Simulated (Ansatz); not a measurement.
Step by step: EuS, relaxation of cell and atoms

These are results of Ansatz 0.2.0, DFT, PBE, PAW with Ansatz's default frozen-core files, scalar-relativistic, not measurements.

Command: `ansatz run input.yaml --threads 1 --pin off --max-ram 3072MiB --backend cpu --events-out ev --progress --plain --runs-dir out` The run took about 26 s on 1 thread of a shared machine.

```yaml
crystal:
  lattice:
    - [0.0, 2.7833783903, 2.7833783903]
    - [2.7833783903, 0.0, 2.7833783903]
    - [2.7833783903, 2.7833783903, 0.0]
  atoms:
    - { symbol: Eu, position: [0.0, 0.0, 0.0], spin: 7.0 }
    - { symbol: S, position: [0.5, 0.5, 0.5] }
magnetization:
  spin_polarized: true
kpoints:
  mp_grid: { grid: [10, 10, 10] }
scf:
  occupations: { method: fermi_dirac, width: 0.08 }
hamiltonian:
  xc: pbe
  pseudopotentials: { kind: paw }
output:
  forces: true
  stress: true
relax:
  f_tol: 0.005
  max_steps: 80
  cell: {}
```

Where the f shell is localised, expect the real compound to differ from this run without U.

Spin–orbit coupling is left out, though it moves levels of the heavy atoms by tenths of an eV or more.

The run is spin-polarised from parallel moments and ends with 6.95 μB in the cell; other orders may lie lower.

The cell is built from the rocksalt type as a first guess.

The cutoff is 420 eV; energies and pressures of the walk include the program's estimate of the Pulay term.

Each frame lists the cell vectors (Å), then Cartesian positions (Å); symmetry keeps all forces zero. Free energies count from the first step, -9672.7265 eV.

The walk took 5 evaluations in all; steps that aren't listed are left out.

Step 1: E = 0.0 meV, P = 10.56 GPa

```
cell 0.0000 2.7834 2.7834 2.7834 0.0000 2.7834 2.7834 2.7834 0.0000
Eu    0.0000    0.0000    0.0000
S     2.7834    2.7834    2.7834
```

Step 2: E = -196.9 meV, P = 0.28 GPa

```
cell 0.0000 2.9191 2.9191 2.9191 0.0000 2.9191 2.9191 2.9191 0.0000
Eu    0.0000    0.0000    0.0000
S     2.9191    2.9191    2.9191
```

(1) How does the relaxation end?

Results:

(1) It converges, with a = 5.848 Å, b = 5.848 Å, c = 5.848 Å, α = 90.00°, β = 90.00°, γ = 90.00° (conventional cell, space group Fm-3m). The last solve (on a basis chosen afresh for the final cell, so its energy is not quite comparable) gives E = -199.0 meV, P = 0.00 GPa:
```
cell 0.0000 2.9242 2.9242 2.9242 0.0000 2.9242 2.9242 2.9242 0.0000
Eu    0.0000    0.0000    0.0000
S     2.9242    2.9242    2.9242
```
